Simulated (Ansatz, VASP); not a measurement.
**MnS: VASP beside Ansatz**

```
S Mn
1.0
     3.99125    0.00000    0.00000
    -1.99563    3.45652    0.00000
     0.00000    0.00000   25.59124
S Mn
4 4
Direct
  0.00000 0.00000 0.30754
  0.33333 0.66667 0.42648
  0.66667 0.33333 0.55105
  0.00000 0.00000 0.67822
  0.33333 0.66667 0.32989
  0.66667 0.33333 0.45642
  0.00000 0.00000 0.57975
  0.33333 0.66667 0.67065
```

Alike in both runs: functional PBE; k mesh 9 × 9 × 1; occupations gaussian, width 0.1 eV; collinear spin.

Ansatz relaxed the structure, and its values are those at the end. VASP's run is a single point on that final structure, the one shown.

|  | VASP | Ansatz |
| --- | --- | --- |
| version | VASP 6.6.1 | Ansatz 0.2.0 |
| potentials or method | VASP PAW PBE potentials, release 64 (S, Mn_pv) | scalar-relativistic, plane waves, PAW |
| plane-wave cutoff (eV) | 520 | 420 |
| valence electrons in the cell | 76 | 84 |

|  | VASP | Ansatz | Ansatz less VASP |
| --- | --- | --- | --- |
| gap on the k mesh at the Fermi level (eV) | none | none | - |
| rms of the force components (eV/Å) | 0.006 | 0.003 | -0.0031 |
| net moment per atom (μB) | 2.33 | 2.33 | -0.001 |
| size of the moment on the site where the two differ most (μB) | 4.11 | 3.86 | -0.249 |

Site moments also hang on the region over which each program counts them. A gap of «none» marks a metal or a gap that the smearing closes. The two sets of potentials don't hold the same shells in valence. Ansatz warned: «saved_state_not_lowest».

Caveats: semilocal functionals often make such compounds metallic where correlation or magnetic order opens a gap, which also shifts bond lengths.
